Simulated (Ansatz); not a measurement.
## Is this RbBr structure a true minimum?

Method: DFT PBE, scalar-relativistic, plane waves, PAW (Ansatz). Plane waves to 420 eV, a k mesh through Γ of 6×6×4 on the computed 4-atom cell and Gaussian smearing (0.02 eV); no spin polarisation.

The cell below (4 atoms, P6_3/mmc (No. 194)) is relaxed within its symmetry. It is a trial structure, and others of RbBr can lie lower.

```xyz
4
Lattice="4.8459 0.0000 0.0000 -2.4229 4.1966 0.0000 0.0000 0.0000 8.5068" Properties=species:S:1:pos:R:3 pbc="T T T"
Rb    0.0000    0.0000    0.0000
Rb    0.0000    0.0000    4.2534
Br    0.0000    2.7978    2.1267
Br    2.4229    1.3989    6.3801
```

For the test a repeat of it with 8 atoms was strained at random by about 1.5 %, the atoms were moved at random (σ = 0.10 Å), and all was relaxed without symmetry on a coarse k mesh with 0.1 eV smearing.

Question: Is the structure stable against such a distortion?

Answer: It returns to P6_3/mmc (No. 194), within 1 meV/atom of the start's energy. No instability shows in this cell, though one random start can't exclude a very soft mode.

Cost: 3 runs of about 1.1 core-minutes in all, on Arm Neoverse V2 (shared hosts).